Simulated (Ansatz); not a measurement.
A surface is cut from this relaxed crystal of Si:

```
Si
1.0
     0.00000    2.73488    2.73488
     2.73488    0.00000    2.73488
     2.73488    2.73488    0.00000
Si
2
Direct
  0.50000 0.50000 0.50000
  0.75000 0.75000 0.75000
```

Miller indices refer to the conventional cell of Fd-3m (No. 227), a = 5.470 Å, b = 5.470 Å, c = 5.470 Å, α = 90.00°, β = 90.00°, γ = 90.00°. The bulk's gap is 0.61 eV.

The (111) slab of 8 planes, 10.3 Å thick with 15 Å of vacuum as cut; outer planes Si (top) and Si (bottom).

The calculation used DFT PBE, scalar-relativistic, plane waves, PAW in Ansatz 0.2.0. Cutoff 420 eV; k points 9×9×1 on the computed 8-atom cell (Γ-centred); Gaussian smearing, width 0.05 eV; no spin polarisation. A dipole correction removes the field between periodic images along c.

This cut of an insulator is polar or leaves open shells, so the slab is metallic here; real surfaces compensate by reconstruction or adsorbates.

Results for the relaxed slab:

```
Surface energy (mean of both faces) : 1.57 J/m²
Gap of the slab on the mesh         : none (metal or semimetal)
Work function                       : 4.70 eV
```

Relaxation lowers the energy by 0.049 J/m² a face; the largest move is 0.109 Å.

```json
{"plane (bottom to top)": "1", "atoms": "Si", "spacing to next, bulk (Å)": "0.789", "relaxed (Å)": "0.657", "change (%)": "-16.8"}
{"plane (bottom to top)": "2", "atoms": "Si", "spacing to next, bulk (Å)": "2.368", "relaxed (Å)": "2.403", "change (%)": "+1.4"}
{"plane (bottom to top)": "3", "atoms": "Si", "spacing to next, bulk (Å)": "0.789", "relaxed (Å)": "0.774", "change (%)": "-2.0"}
{"plane (bottom to top)": "4", "atoms": "Si", "spacing to next, bulk (Å)": "2.368", "relaxed (Å)": "2.379", "change (%)": "+0.5"}
{"plane (bottom to top)": "5", "atoms": "Si", "spacing to next, bulk (Å)": "0.789", "relaxed (Å)": "0.774", "change (%)": "-2.0"}
{"plane (bottom to top)": "6", "atoms": "Si", "spacing to next, bulk (Å)": "2.368", "relaxed (Å)": "2.403", "change (%)": "+1.4"}
{"plane (bottom to top)": "7", "atoms": "Si", "spacing to next, bulk (Å)": "0.789", "relaxed (Å)": "0.657", "change (%)": "-16.8"}
{"plane (bottom to top)": "8", "atoms": "Si", "spacing to next, bulk (Å)": "", "relaxed (Å)": "", "change (%)": ""}
```

Gaps are read on the k points sampled, so a band crossing between them can be missed.